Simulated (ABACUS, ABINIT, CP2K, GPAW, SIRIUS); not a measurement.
**Cost and result for the equilibrium volume of HgTe**

```cif
data_structure
_symmetry_space_group_name_H-M 'F-43m'
_symmetry_Int_Tables_number 216
_cell_length_a 6.4290
_cell_length_b 6.4290
_cell_length_c 6.4290
_cell_angle_alpha 90.000
_cell_angle_beta 90.000
_cell_angle_gamma 90.000
_cell_volume 265.72
loop_
_atom_site_label
_atom_site_type_symbol
_atom_site_symmetry_multiplicity
_atom_site_Wyckoff_symbol
_atom_site_fract_x
_atom_site_fract_y
_atom_site_fract_z
_atom_site_occupancy
Hg1 Hg 4 a 0.00000 0.00000 0.00000 1
Te1 Te 4 c 0.25000 0.25000 0.25000 1
```

| rung | level | program and potentials | cutoff (eV) | k mesh | smearing | task | core time | chip | equilibrium volume (Å³/atom) | notes |
| --- | --- | --- | --- | --- | --- | --- | --- | --- | --- | --- |
| GGA + dispersion | RPBE+D4 | CP2K, POTENTIAL_UZH Hg GTH-PBE-q12, Te GTH-PBE-q6; DZVP-MOLOPT-PBE-GTH basis | - | 6 × 6 × 6 | fermi-dirac 0.05 | relaxation of cell and atoms | 76 s | Arm Neoverse V1 | 35.26 | atomic basis; potentials made for PBE; 9 valence electrons an atom on average |
| GGA + dispersion | revPBE+D3(zero damping) | GPAW, the program's PAW data sets (release 1.2.1) made for this functional | 600 | 6 × 6 × 6 | fermi-dirac 0.05 | equation of state | 80 s | Intel Xeon Platinum 8488C Sapphire Rapids | 34.84 | - |
| GGA | WC | GPAW, PAW data sets generated for this functional | 600 | 6 × 6 × 6 | fermi-dirac 0.05 | equation of state | 94 s | Intel Xeon Platinum 8488C Sapphire Rapids | 34.61 | - |
| GGA + dispersion | RPBE+D3(BJ)+ATM | CP2K, POTENTIAL_UZH Hg GTH-PBE-q12, Te GTH-PBE-q6; DZVP-MOLOPT-PBE-GTH basis | - | 6 × 6 × 6 | fermi-dirac 0.05 | relaxation of cell and atoms | 1.7 min | Arm Neoverse V1 | 31.74 | atomic basis; potentials made for PBE; 9 valence electrons an atom on average |
| GGA + dispersion | PBE+D4 | GPAW, GPAW PAW data sets (gpaw-data 1.2.1) | 600 | 6 × 6 × 6 | fermi-dirac 0.05 | equation of state | 1.9 min | Intel Xeon Platinum 8488C Sapphire Rapids | 35.03 | - |
| GGA | PBEsol | GPAW, PAW data sets generated for this functional | 600 | 7 × 7 × 7 | fermi-dirac 0.05 | equation of state | 2.3 min | Arm Neoverse V1 | 34.50 | - |
| LDA | LDA | ABINIT, PseudoDojo NC SR LDA v0.4.1 standard | 1088 | 5 × 5 × 5 | fermi-dirac 0.05 | relaxation of cell and atoms | 3.9 min | Arm Neoverse V2 | 33.46 | 18 valence electrons an atom on average |
| GGA | PBEsol | ABACUS, PseudoDojo NC SR 0.4.1 PBEsol standard, plane waves | 1129 | 7 × 7 × 7 | fermi-dirac 0.05 | equation of state | 5.8 min | Intel Xeon Platinum 8559C Emerald Rapids | 34.55 | - |
| GGA | PBEsol | SIRIUS, all-electron FP-LAPW, apw+lo standard | - | 7 × 7 × 7 | fermi-dirac 0.05 | equation of state | 15 min | Intel Xeon Platinum 8375C Ice Lake | 34.47 | - |
| GGA | PBEsol | ABINIT, PseudoDojo NC SR PBEsol v0.4.1 standard | 1088 | 5 × 5 × 5 | fermi-dirac 0.05 | relaxation of cell and atoms | 17 min | Intel Xeon Platinum 8175M Skylake/Cascade Lake | 34.66 | 18 valence electrons an atom on average |

Times are single runs on shared hosts and different chips, so they are rough; meshes, cutoffs and the tasks' sizes weigh on the time. All rows: no spin polarisation. Smearing widths are in eV. For a metal such meshes aren't converged. Meshes differ between rows, which moves values too. Meshes are those of the run's cell of 2 atoms unless a note names another. Relaxations start from the cell shown or near it and stop with a little pressure left. The cell shown, of 33.22 Å³ an atom, is the runs' start and not the measured value. Misses use the values as printed. Runs on faulty files, with rough fits or with known faults for this quantity aren't shown. No row holds spin-orbit coupling.

Measured: 33.73 Å³/atom at 300 K (a printed reference work).

Question: Which of the timed runs without a coarse mesh or an atomic basis is the cheapest that comes within 1.5 % of the measured equilibrium volume?

Answer: LDA (ABINIT, PseudoDojo NC SR LDA v0.4.1 standard): 33.46 Å³/atom in 3.9 min. One crystal doesn't make the level reliable, since errors can cancel. The runs are for a static lattice, while measurements hold temperature and zero-point motion.
